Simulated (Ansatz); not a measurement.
Reactions of C₆H₁₃N, SMILES `CC1CCCCN1`.

Calculated with Ansatz (gas phase, PBE0-D4/def2-TZVP geometries, no zero-point term in ΔE). CCSD(T)/CBS adds triple-zeta CCSD(T) − MP2 to the extrapolated MP2 energy (def2 sets, frozen cores). This one scheme is used for every species, atoms too. For atomizations the MP2-based limit and the directly extrapolated one differ by several kJ/mol either way, and by 10 to 25 for some Ge, Se and Sn compounds, so smaller differences from it don't rank the levels. DFT in def2-TZVPP. No spin–orbit coupling; open shells (•) take unrestricted orbitals. Spin–orbit coupling would lower the free atoms: a little for C. For Se outer-core shells are correlated without core-valence functions, so the limit isn't a true one: a few kJ/mol of doubt a bond, and 10 to 20 or more in all where bonds break to atoms. Scalar relativity is left out up to krypton. Each species was taken in one conformer, which may not be the lowest.

```
                                                  reaction  r2SCAN-D4 (eV)  ωB97M-V (eV)  B2PLYP (eV)  CCSD(T)/CBS(def2) (eV)
                       `CC1CCCCN1` + H₂ → `C1CCNCC1` + CH₄           -0.58         -0.58        -0.66                   -0.55
              `CC1CCCCN1` → `[CH2]` (triplet) + `C1CCNCC1`            4.41          4.67         4.52                    4.66
`CC1CCCCN1` + `F[BH][AlH2]` → `C[B](F)[AlH2]` + `C1CCNCC1`           -0.52         -0.48        -0.49                   -0.43
                           `CC1CCCCN1` → 6 C• + 13 H• + N•           83.72         83.91        82.79                   83.57
     `CC1CCCCN1` + `N=C[SeH]` → `C/N=C/[SeH]` + `C1CCNCC1`            0.29          0.31         0.25                    0.32
                                 `CC1CCCCN1` → `C1CCCNCC1`            0.36          0.34         0.35                    0.36
```

Largest T1 diagnostic: 0.014, for `F[BH][AlH2]`.
